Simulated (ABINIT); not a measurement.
## Mg: relaxation of cell and atoms with LDA

The system is Mg.

```
Mg
1.0
     3.20930    0.00000    0.00000
    -1.60465    2.77934    0.00000
     0.00000    0.00000    5.21030
Mg
2
Direct
  0.66667 0.33333 0.75000
  0.33333 0.66667 0.25000
```

| Item | Value |
| --- | --- |
| Program | ABINIT 10.8.3 (patched build) |
| Task | relaxation of cell and atoms |
| Functional | LDA |
| Potentials or basis | JTH PAW LDA v2.0 |
| Cutoff | 408 eV |
| k mesh | 10 × 10 × 5 |
| Occupations | fermi-dirac, width 0.05 eV |
| Spin | no spin polarisation |
| Cell freedom (optcell) | 2 |
| Cutoff smearing ecutsm (Ha) | 0.5 |
| Optimiser (ionmov) | 2 |
| Force stop (Ha/bohr) | 0.0005 |
| Fine-grid cutoff | 816.342 eV |

```
Band gap on the k mesh                                : none (metal or under the smearing width)
Valence electrons inside the program's atomic spheres : Mg 8.24 (radii [1.0063] Å)
```

Levels at points of the mesh, in eV from the Fermi level:
```csv
k point,band 6,band 7,band 8,band 9,band 10,band 11,band 12,band 13,band 14
"(0.00, 0.00, 0.00)",-42.65,-42.65,-42.65,-7.20,-1.92,-1.59,11.48,11.48,11.71
"(0.50, 0.00, 0.00)",-42.66,-42.66,-42.65,-2.18,-2.13,2.65,2.98,3.14,3.64
```

Run time: 82 s on 1 thread of Arm Neoverse V1, on a shared host, peak memory 0.09 GiB.
